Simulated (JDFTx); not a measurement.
# Hf (P6_3/mmc) in JDFTx: relaxation of cell and atoms with PBE+D3

Aim: the relaxation of cell and atoms of Hf with PBE+D3.

All numbers are computed with JDFTx 1.7.0 (patched build); they aren't measurements. Logs are shortened: lines on timing, memory, paths and dates and some standing lists are left out, and cuts for length are marked. The log counts tension as positive stress, the text compression.

**1. The structure**

It takes space group P6_3/mmc (No. 194, hexagonal). Conventional cell: a = 3.197 Å, b = 3.197 Å, c = 5.058 Å, α = 90.00°, β = 90.00°, γ = 120.00°. Around Hf (site symmetry -6m2) lie 12 Hf at 3.13 to 3.20 Å.

**2. Relaxation of cell and atoms, PBE+D3**

Hf.in

```
lattice \
    6.0408875026    -3.0204437513     0.0000000000 \
    0.0000000000     5.2315620387     0.0000000000 \
    0.0000000000     0.0000000000     9.5578567931
coords-type Cartesian
ion Hf     3.0204437516     1.7438540127     7.1683925948 1
ion Hf    -0.0000000003     3.4877080260     2.3894641983 1

ion-species pseudo/Hf.upf
elec-cutoff 29 232
elec-ex-corr gga-PBE
van-der-waals D3
kpoint-folding 10 10 5
elec-smearing Fermi 0.0018374661
elec-n-bands 18
electronic-SCF nIterations 100 energyDiffThreshold 1e-09
electronic-minimize nIterations 30 energyDiffThreshold 1e-7
forces-output-coords Cartesian
lattice-minimize nIterations 40 energyDiffThreshold 1e-6

dump-name run.$VAR
dump End Ecomponents EigStats BandEigs Kpoints Forces Stress
```

Potentials or basis: PseudoDojo-SR-PBE-0.5-standard.

Command:

```sh
> jdftx -c 1 -i Hf.in -o Hf.out
```

What it wrote:

```text
*************** JDFTx 1.7.0 (patched build) ***************

Input parsed successfully to the following command list (including defaults):
[... the input with its defaults ...]

---------- Setting up symmetries ----------

Found 24 point-group symmetries of the bravais lattice
Found 24 space-group symmetries with basis
Applied RMS atom displacement 3.61421e-10 bohrs to make symmetries exact.

---------- Initializing the Grid ----------
R =
[      6.04089     -3.02044            0  ]
[            0      5.23156            0  ]
[            0            0      9.55786  ]
unit cell volume = 302.06
G =
[    1.04011   0.600508         -0  ]
[          0    1.20102          0  ]
[          0         -0   0.657384  ]
Minimum fftbox size, Smin = [  44  44  68  ]
Chosen fftbox size, S = [  48  48  70  ]

---------- Initializing tighter grid for wavefunction operations ----------
R =
[      6.04089     -3.02044            0  ]
[            0      5.23156            0  ]
[            0            0      9.55786  ]
unit cell volume = 302.06
G =
[    1.04011   0.600508         -0  ]
[          0    1.20102          0  ]
[          0         -0   0.657384  ]
Minimum fftbox size, Smin = [  32  32  48  ]
Chosen fftbox size, S = [  32  32  48  ]

---------- Exchange Correlation functional ----------
Initalized PBE GGA exchange.
Initalized PBE GGA correlation.

---------- Setting up pseudopotentials ----------
Width of ionic core gaussian charges (only for fluid interactions / plotting) set to 0

Reading pseudopotential file 'pseudo/Hf.upf':
  'Hf' pseudopotential, 'PBE' functional
  Generated using ONCVPSP code by D. R. Hamann
  12 valence electrons, 4 orbitals, 8 projectors, 1001 radial grid points, with lMax = 3
    5S    l: 0   occupation:  2.0   eigenvalue: -2.462799
    5P    l: 1   occupation:  6.0   eigenvalue: -1.307320
    5D    l: 2   occupation:  2.0   eigenvalue: -0.098817
    6S    l: 0   occupation:  2.0   eigenvalue: -0.187732
  Core radius for overlap checks: 2.38 bohrs.

Initialized 1 species with 2 total atoms.

Folded 1 k-points by 10x10x5 to 500 k-points.

---------- Setting up k-points, bands, fillings ----------
Reduced to 42 k-points under symmetry.
Computing the number of bands and number of electrons
Calculating initial fillings.
nElectrons:  24.000000   nBands: 18   nStates: 42

----- Setting up reduced wavefunction bases (one per k-point) -----
average nbasis = 2253.050 , ideal nbasis = 2253.116

Initializing DFT-D3 calculator:
	Parameters set for gga-PBE functional
	s6:  1.000  s_r6:  1.217
	s8:  0.722  s_r8:  1.000
	Per-atom parameters loaded for:
	Hf:  sqrtQ[a0]:  8.207  Rcov[a0]:  2.589  CN: [ 0.00 1.93 3.88 ]

---------- Setting up ewald sum ----------
Optimum gaussian width for ewald sums = 2.384712 bohr.
Real space sum over 1521 unit cells with max indices [  6  6  4  ]
Reciprocal space sum over 2057 terms with max indices [  5  5  8  ]

Computing DFT-D3 correction:
# coordination-number Hf 11.525 11.525
# diagonal-C6 Hf 420.98 420.98
EvdW_6 =   -0.009405
EvdW_8 =   -0.019573

---------- Allocating electronic variables ----------
Initializing wave functions:  linear combination of atomic orbitals
Hf pseudo-atom occupations:   s ( 2 2 )  p ( 6 )  d ( 2 )
	FillingsUpdate:  mu: +0.560944918  nElectrons: 24.000000
LCAOMinimize: Iter:   0  F: -100.1450081329180648  |grad|_K:  5.013e-05  alpha:  1.000e+00
	FillingsUpdate:  mu: +0.560958673  nElectrons: 24.000000
LCAOMinimize: Iter:   1  F: -100.1450301457327612  |grad|_K:  1.449e-06  alpha:  9.450e-01  linmin:  3.507e-02  cgtest: -2.362e-01
	FillingsUpdate:  mu: +0.560957632  nElectrons: 24.000000
LCAOMinimize: Iter:   2  F: -100.1450301617600331  |grad|_K:  4.024e-07  alpha:  8.863e-01  linmin: -2.199e-04  cgtest:  2.338e-01
	FillingsUpdate:  mu: +0.560957767  nElectrons: 24.000000
LCAOMinimize: Iter:   3  F: -100.1450301631260515  |grad|_K:  1.923e-08  alpha:  9.101e-01  linmin: -9.251e-03  cgtest:  5.555e-02
LCAOMinimize: Encountered beta<0, resetting CG.
LCAOMinimize: Converged (|Delta F|<1.000000e-06 for 2 iters).

--------- Lattice Minimization ---------

Computing DFT-D3 correction:
# coordination-number Hf 11.525 11.525
# diagonal-C6 Hf 420.98 420.98
EvdW_6 =   -0.009405
EvdW_8 =   -0.019573

-------- Electronic minimization -----------
Will mix electronic density at each iteration.
	FillingsUpdate:  mu: +0.560957767  nElectrons: 24.000000
	FillingsUpdate:  mu: +0.544395102  nElectrons: 24.000000
SCF: Cycle:  0   F: -100.197447926369335   dF: -5.242e-02   |Residual|: 5.968e-02   |deigs|: 1.333e-02
	FillingsUpdate:  mu: +0.540591202  nElectrons: 24.000000
SCF: Cycle:  1   F: -100.199599766696636   dF: -2.152e-03   |Residual|: 3.497e-02   |deigs|: 1.014e-02
	FillingsUpdate:  mu: +0.536268028  nElectrons: 24.000000
SCF: Cycle:  2   F: -100.200343586634645   dF: -7.438e-04   |Residual|: 8.433e-03   |deigs|: 1.224e-02
	FillingsUpdate:  mu: +0.537790745  nElectrons: 24.000000
SCF: Cycle:  3   F: -100.200354983279311   dF: -1.140e-05   |Residual|: 7.476e-03   |deigs|: 4.813e-03
	FillingsUpdate:  mu: +0.536854395  nElectrons: 24.000000
SCF: Cycle:  4   F: -100.200394102195091   dF: -3.912e-05   |Residual|: 1.146e-03   |deigs|: 2.718e-03
	FillingsUpdate:  mu: +0.536881436  nElectrons: 24.000000
SCF: Cycle:  5   F: -100.200394903923865   dF: -8.017e-07   |Residual|: 8.350e-04   |deigs|: 5.550e-05
	FillingsUpdate:  mu: +0.536963832  nElectrons: 24.000000
SCF: Cycle:  6   F: -100.200395510263988   dF: -6.063e-07   |Residual|: 1.551e-04   |deigs|: 2.401e-04
	FillingsUpdate:  mu: +0.536976525  nElectrons: 24.000000
SCF: Cycle:  7   F: -100.200395607226469   dF: -9.696e-08   |Residual|: 3.345e-05   |deigs|: 4.325e-05
	FillingsUpdate:  mu: +0.536977791  nElectrons: 24.000000
SCF: Cycle:  8   F: -100.200395633206128   dF: -2.598e-08   |Residual|: 1.554e-05   |deigs|: 1.776e-05
	FillingsUpdate:  mu: +0.536977448  nElectrons: 24.000000
SCF: Cycle:  9   F: -100.200395644835709   dF: -1.163e-08   |Residual|: 1.079e-05   |deigs|: 1.444e-05
	FillingsUpdate:  mu: +0.536976516  nElectrons: 24.000000
SCF: Cycle: 10   F: -100.200395648026159   dF: -3.190e-09   |Residual|: 3.106e-06   |deigs|: 1.012e-05
	FillingsUpdate:  mu: +0.536976266  nElectrons: 24.000000
SCF: Cycle: 11   F: -100.200395649034220   dF: -1.008e-09   |Residual|: 1.110e-06   |deigs|: 1.091e-05
	FillingsUpdate:  mu: +0.536976204  nElectrons: 24.000000
SCF: Cycle: 12   F: -100.200395649301953   dF: -2.677e-10   |Residual|: 6.609e-07   |deigs|: 9.118e-06
	FillingsUpdate:  mu: +0.536976238  nElectrons: 24.000000
SCF: Cycle: 13   F: -100.200395649394522   dF: -9.257e-11   |Residual|: 9.560e-07   |deigs|: 6.013e-06
SCF: Converged (|Delta E|<1.000000e-09 for 2 iters).
[... 25 lines left out ...]
# Ionic positions in cartesian coordinates:
ion Hf   3.020443751300000   1.743854012900000   7.168392594824999 1
ion Hf  -0.000000000000000   3.487708025800000   2.389464198274999 1

# Forces in Cartesian coordinates:
force Hf   0.000000000000000   0.000000000000000   0.000000000000000 1
force Hf  -0.000000000000000  -0.000000000000000   0.000000000000000 1

# Energy components:
   Eewald =      -78.0846832096507910
       EH =       14.1631444075513055
     Eloc =      -54.7955554099926232
      Enl =        5.4567856066560605
     EvdW =       -0.0289774715756268
      Exc =      -28.5067146061754748
 Exc_core =       12.6565418607059073
       KE =       28.9394694274633402
-------------------------------------
     Etot =     -100.1999893950178944
       TS =        0.0004062543766323
-------------------------------------
        F =     -100.2003956493945225

LatticeMinimize: Iter:   0  F: -100.200395649394522  |grad|_K:  7.566e-03

#--- Lowdin population analysis ---
# oxidation-state Hf +0.073 +0.073

Computing DFT-D3 correction:
# coordination-number Hf 11.538 11.538
# diagonal-C6 Hf 420.98 420.98
EvdW_6 =   -0.009420
EvdW_8 =   -0.019627

-------- Electronic minimization -----------
Will mix electronic density at each iteration.
	FillingsUpdate:  mu: +0.536976238  nElectrons: 24.000000
	FillingsUpdate:  mu: +0.538129966  nElectrons: 24.000000
SCF: Cycle:  0   F: -100.200450664348125   dF: -3.586e-06   |Residual|: 2.001e-04   |deigs|: 2.810e-06
	FillingsUpdate:  mu: +0.538131335  nElectrons: 24.000000
SCF: Cycle:  1   F: -100.200450790738756   dF: -1.264e-07   |Residual|: 1.338e-04   |deigs|: 2.615e-06
	FillingsUpdate:  mu: +0.538138186  nElectrons: 24.000000
SCF: Cycle:  2   F: -100.200450830038704   dF: -3.930e-08   |Residual|: 3.109e-05   |deigs|: 1.457e-05
	FillingsUpdate:  mu: +0.538140525  nElectrons: 24.000000
SCF: Cycle:  3   F: -100.200450841539265   dF: -1.150e-08   |Residual|: 1.129e-05   |deigs|: 5.557e-06
	FillingsUpdate:  mu: +0.538142093  nElectrons: 24.000000
SCF: Cycle:  4   F: -100.200450846539965   dF: -5.001e-09   |Residual|: 4.058e-06   |deigs|: 4.594e-06
	FillingsUpdate:  mu: +0.538142716  nElectrons: 24.000000
SCF: Cycle:  5   F: -100.200450848064932   dF: -1.525e-09   |Residual|: 1.024e-06   |deigs|: 1.916e-06
	FillingsUpdate:  mu: +0.538142844  nElectrons: 24.000000
SCF: Cycle:  6   F: -100.200450848854928   dF: -7.900e-10   |Residual|: 1.696e-06   |deigs|: 1.446e-06
	FillingsUpdate:  mu: +0.538143240  nElectrons: 24.000000
SCF: Cycle:  7   F: -100.200450849109245   dF: -2.543e-10   |Residual|: 1.223e-06   |deigs|: 1.373e-06
SCF: Converged (|Delta E|<1.000000e-09 for 2 iters).

Setting wave functions to eigenvectors of Hamiltonian

Computing DFT-D3 correction:
# coordination-number Hf 11.538 11.538
# diagonal-C6 Hf 420.98 420.98
EvdW_6 =   -0.009420
EvdW_8 =   -0.019627
LatticeMinimize: 	Wolfe criterion not satisfied: alpha: 1  (E-E0)/|gdotd0|: -0.964163  gdotd/gdotd0: 0.92707 (taking cubic step)

Computing DFT-D3 correction:
# coordination-number Hf 11.566 11.566
# diagonal-C6 Hf 420.98 420.98
EvdW_6 =   -0.009451
EvdW_8 =   -0.019737

-------- Electronic minimization -----------
Will mix electronic density at each iteration.
	FillingsUpdate:  mu: +0.538143240  nElectrons: 24.000000
	FillingsUpdate:  mu: +0.540457429  nElectrons: 24.000000
SCF: Cycle:  0   F: -100.200548397532856   dF: -1.483e-05   |Residual|: 4.407e-04   |deigs|: 3.052e-06
	FillingsUpdate:  mu: +0.540464314  nElectrons: 24.000000
SCF: Cycle:  1   F: -100.200548623801168   dF: -2.263e-07   |Residual|: 2.646e-04   |deigs|: 1.074e-05
	FillingsUpdate:  mu: +0.540479383  nElectrons: 24.000000
SCF: Cycle:  2   F: -100.200548701104978   dF: -7.730e-08   |Residual|: 2.122e-05   |deigs|: 3.057e-05
	FillingsUpdate:  mu: +0.540479895  nElectrons: 24.000000
SCF: Cycle:  3   F: -100.200548726168250   dF: -2.506e-08   |Residual|: 1.901e-05   |deigs|: 2.079e-06
	FillingsUpdate:  mu: +0.540483837  nElectrons: 24.000000
SCF: Cycle:  4   F: -100.200548736743642   dF: -1.058e-08   |Residual|: 1.134e-05   |deigs|: 1.064e-05
	FillingsUpdate:  mu: +0.540482346  nElectrons: 24.000000
SCF: Cycle:  5   F: -100.200548741962265   dF: -5.219e-09   |Residual|: 8.245e-06   |deigs|: 4.279e-06
	FillingsUpdate:  mu: +0.540482593  nElectrons: 24.000000
SCF: Cycle:  6   F: -100.200548743721214   dF: -1.759e-09   |Residual|: 7.738e-06   |deigs|: 9.059e-07
	FillingsUpdate:  mu: +0.540482989  nElectrons: 24.000000
SCF: Cycle:  7   F: -100.200548744579834   dF: -8.586e-10   |Residual|: 5.877e-06   |deigs|: 1.197e-06
	FillingsUpdate:  mu: +0.540483971  nElectrons: 24.000000
SCF: Cycle:  8   F: -100.200548744996965   dF: -4.171e-10   |Residual|: 1.793e-06   |deigs|: 2.674e-06
SCF: Converged (|Delta E|<1.000000e-09 for 2 iters).

Setting wave functions to eigenvectors of Hamiltonian
[... 260 lines left out ...]
# Forces in Cartesian coordinates:
force Hf   0.000000000000000  -0.000000000000000  -0.000000000000000 1
force Hf   0.000000000000000  -0.000000000000000  -0.000000000000000 1

# Energy components:
   Eewald =      -78.7775314283508550
       EH =       13.8991233048482492
     Eloc =      -53.8869318434325919
      Enl =        5.4591385505911854
     EvdW =       -0.0299452622818278
      Exc =      -28.5326042087311293
 Exc_core =       12.6565421310966126
       KE =       29.0117891837477089
-------------------------------------
     Etot =     -100.2004195725126294
       TS =        0.0003664913063465
-------------------------------------
        F =     -100.2007860638189811

LatticeMinimize: Iter:   4  F: -100.200786063818981  |grad|_K:  2.695e-05  alpha:  1.000e+00  linmin: -9.809e-01
LatticeMinimize: Converged (|Delta F|<1.000000e-06 for 2 iters).

#--- Lowdin population analysis ---
# oxidation-state Hf +0.068 +0.068

Dumping 'run.eigStats' ...
	eMin: -1.719527 at state 0 ( [ +0.000000 +0.000000 +0.000000 ] spin 0 )
	HOMO: +0.552692 at state 41 ( [ +0.300000 +0.300000 +0.400000 ] spin 0 )
	mu  : +0.553015
	LUMO: +0.558531 at state 32 ( [ +0.200000 +0.200000 +0.400000 ] spin 0 )
	eMax: +0.799367 at state 15 ( [ +0.000000 +0.500000 +0.000000 ] spin 0 )
	HOMO-LUMO gap: +0.005839
	Optical gap  : +0.011758 at state 35 ( [ +0.200000 +0.300000 +0.400000 ] spin 0 )
Done!
[note: the HOMO, LUMO and gaps printed at the end count levels as full or empty at half filling, so they show a gap where a level is partly filled]
```

Wall time 3.1 min (1 thread of Arm Neoverse V2, shared host); peak memory 0.18 GiB.

What came out:

```yaml
Free_energy: -2726.6023 eV
Relaxed_volume: 21.79 Å³/atom
Relaxed_cell: a = 3.169 Å, b = 3.169 Å, c = 5.011 Å, α = 90.00°, β = 90.00°, γ = 120.00°
Space_group_after_relaxing_to_0.05_Å: P6_3/mmc (No. 194)
Energy_gained_by_relaxing: 5.3 meV/atom
Ionic_steps: 5
Pressure_after_relaxing: 0.0 GPa
Band_gap_on_the_k_mesh: none (metal or under the smearing width)
```

Step by step:
| step | energy change (eV) | largest force (eV/Å) | pressure (GPa) | volume (Å³) |
| --- | --- | --- | --- | --- |
| 1 | 0.0000 | 0.0000 | -2.85 | 44.76 |
| 2 | -0.0042 | 0.0000 | -2.24 | 44.50 |
| 3 | -0.0106 | 0.0000 | -0.03 | 43.60 |
| 4 | -0.0106 | 0.0000 | 0.02 | 43.59 |
| 5 | -0.0106 | 0.0000 | 0.01 | 43.59 |

Final structure:
```
Hf
1.0
     3.16936    0.00000    0.00000
    -1.58468    2.74475    0.00000
     0.00000    0.00000    5.01076
Hf
2
Direct
  0.66667 0.33333 0.75000
  0.33333 0.66667 0.25000
```

Caveat: pairwise dispersion overbinds metals, which lowers pressure and volume.
